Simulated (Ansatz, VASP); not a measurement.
## Si3C: VASP beside Ansatz

```xyz
4
Lattice="3.4318 0.0000 0.0000 0.0000 3.4318 0.0000 0.0000 0.0000 5.0004" Properties=species:S:1:pos:R:3 pbc="T T T"
C     0.0000    0.0000    0.0000
Si    0.0000    1.7159    1.0161
Si    1.7159    1.7159    2.5002
Si    1.7159    0.0000    3.9844
```

Alike in both runs: task single point; functional PBE; k mesh 8 × 8 × 6; occupations fermi-dirac, width 0.02 eV; no spin polarisation.

|  | VASP | Ansatz |
| --- | --- | --- |
| version | VASP 6.6.1 | Ansatz 0.2.0 |
| potentials or method | VASP PAW PBE potentials, release 64 (C, Si) | plane waves, PAW |
| plane-wave cutoff (eV) | 520 | 420 |
| valence electrons in the cell | 16 | 16 |

VASP gave:

* pressure (GPa): 1.6
* largest component of the traceless stress (GPa): 0.22
* rms of the force components (eV/Å): 0.063

Q: Estimate Ansatz's values.

A: Pressure (GPa): 1.6; largest component of the traceless stress (GPa): 0.22; rms of the force components (eV/Å): 0.070.

Atom by atom the forces differ by 0.007 eV/Å (rms over components).
